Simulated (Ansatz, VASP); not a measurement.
## Two plane-wave programs on Sn

```
Sn
1.0
    -2.91615    2.91615    1.59115
     2.91615   -2.91615    1.59115
     2.91615    2.91615   -1.59115
Sn
2
Direct
  0.00000 0.00000 0.00000
  0.75000 0.25000 0.50000
```

Alike in both runs: task single point; functional LDA; k mesh 6 × 6 × 6; occupations gaussian, width 0.1 eV; no spin polarisation.

```csv
,VASP,Ansatz
version,VASP 6.6.1,Ansatz 0.2.0
potentials or method,"VASP PAW LDA potentials, release 64 (Sn_d)","scalar-relativistic, plane waves, PAW"
plane-wave cutoff (eV),520,420
valence electrons in the cell,28,28
```

```csv
,VASP,Ansatz,Ansatz less VASP
gap on the k mesh at the Fermi level (eV),none,none,-
pressure (GPa),-1.9,-1.9,+0.02
largest component of the traceless stress (GPa),1.18,1.16,-0.026
```

A gap of «none» marks a metal or a gap that the smearing closes. Ansatz warned: «pseudo_functional_mismatch».

Caveats: the k mesh is coarse (spacing up to 0.37 Å⁻¹), so the values aren't converged.
